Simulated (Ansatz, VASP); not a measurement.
# One calculation of Na, two programs

POSCAR

```
Na
1.0
   -2.1120640205      2.1120640205      2.1120640205
    2.1120640205     -2.1120640205      2.1120640205
    2.1120640205      2.1120640205     -2.1120640205
Na
1
Direct
    0.0000000000      0.0000000000      0.0000000000
```

File INCAR.step1:

```
SYSTEM = Na
ALGO = Normal
EDIFF = 1E-4
ENCUT = 520
GGA = PE
ISMEAR = -1
LASPH = .TRUE.
LCHARG = .FALSE.
LREAL = .FALSE.
LWAVE = .TRUE.
NBANDS = 10
NELM = 100
PREC = Accurate
SIGMA = 0.05
```

Contents of INCAR.step2:

```
SYSTEM = Na
ALGO = Normal
EDIFF = 1E-6
ENCUT = 520
ISIF = 2
ISMEAR = -1
ISTART = 1
LASPH = .TRUE.
LCHARG = .FALSE.
LMIXTAU = .TRUE.
LREAL = .FALSE.
LWAVE = .FALSE.
METAGGA = R2SCAN
NBANDS = 10
NELM = 100
PREC = Accurate
SIGMA = 0.05
```

File KPOINTS:

```
k-points
0
G
  9 9 9
  0 0 0
```

input.yaml

```yaml
crystal:
  lattice:
    - [-2.1120640205, 2.1120640205, 2.1120640205]
    - [2.1120640205, -2.1120640205, 2.1120640205]
    - [2.1120640205, 2.1120640205, -2.1120640205]
  atoms:
    - { symbol: Na, position: [0.0, 0.0, 0.0] }
hamiltonian:
  xc: r2scan
  pseudopotentials: { kind: paw }
kpoints:
  mp_grid: { grid: [9, 9, 9] }
scf:
  occupations: { method: fermi_dirac, width: 0.05 }
output:
  forces: true
  stress: true
  eigenvalues: true
  write_density: true
  write_potential: true
  elf: true
  volumetric_format: npy
```

Alike in both runs: task single point; functional r2SCAN; k mesh 9 × 9 × 9; occupations fermi-dirac, width 0.05 eV; no spin polarisation.

|  | VASP | Ansatz |
| --- | --- | --- |
| version | VASP 6.6.1 | Ansatz 0.2.0 |
| potentials or method | VASP PAW PBE potentials, release 64 (Na_pv) | Ansatz PAW |
| plane-wave cutoff (eV) | 520 | 500 |
| valence electrons in the cell | 7 | 9 |

|  | VASP | Ansatz | Ansatz less VASP |
| --- | --- | --- | --- |
| gap on the k mesh at the Fermi level (eV) | none | none | - |
| pressure (GPa) | 0.1 | 0.0 | -0.09 |

A gap of «none» marks a metal or a gap that the smearing closes. The two sets of potentials don't hold the same shells in valence.

Caveats: the PAW data sets were made with another functional, which shifts forces and pressure a little (VASP); the PAW data sets come from PBE, with cores solved anew for the run's functional, which leaves a small shift of forces and pressure (Ansatz).
